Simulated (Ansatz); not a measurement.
**TiPbO3: stiffness from a series of strains**

```
CELL_PARAMETERS angstrom
3.89920 0.00000 0.00000
0.00000 3.89920 0.00000
0.00000 0.00000 4.14990
ATOMIC_POSITIONS crystal
Ti 0.50000 0.50000 0.53820
Pb 0.00000 0.00000 0.00000
O 0.50000 0.50000 0.11300
O 0.50000 0.00000 0.61500
O 0.00000 0.50000 0.61500
```

Atoms are numbered in the order listed.

The geometry is COD entry 2107521, unchecked; take it as a test cell.

Spin–orbit coupling is left out, though it moves levels of the heavy atoms by tenths of an eV or more.

Theory: DFT, PBE, all-electron LAPW, scalar-relativistic (Ansatz 0.2.0).

Numerical set-up: a Γ-centred 9×9×8 k mesh, Fermi–Dirac smearing of 0.03 eV, basis error target 0.5 meV/atom, no spin polarisation.

The strain is applied along the Cartesian axes of the cell as listed (the other components stay zero). Fractional coordinates are held (clamped ions).

σ is the change of stress from the unstrained cell, which is at 5.24 GPa; tension is positive, so slopes are stress–strain coefficients at that pressure.

Only quantities that a quadratic follows smoothly over the whole series are listed; rougher ones are left out.

```tsv
εzz	σzz (GPa)	σxx (GPa)
-0.0300	-10.38	-4.04
-0.0200	-6.59	-2.63
-0.0100	-3.14	-1.29
0.0000	0.00	0.00
0.0100	2.86	1.23
0.0300	7.81	3.52
```

**Question.** Fit the series and read off the stiffness at zero strain.

**Answer.** Least-squares fits y = p0 + p1 x + p2 x² to the rows give σzz (GPa): p1 = 303, p2 = -1400; σxx (GPa): p1 = 126, p2 = -290. So C33 = 303 GPa and C13 = 126 GPa, for these axes.

**Question.** One run, at εzz = 0.0200, is withheld. Predict its row.

**Answer.** The fits give 5.49, 2.40; the run gave 5.45, 2.40.
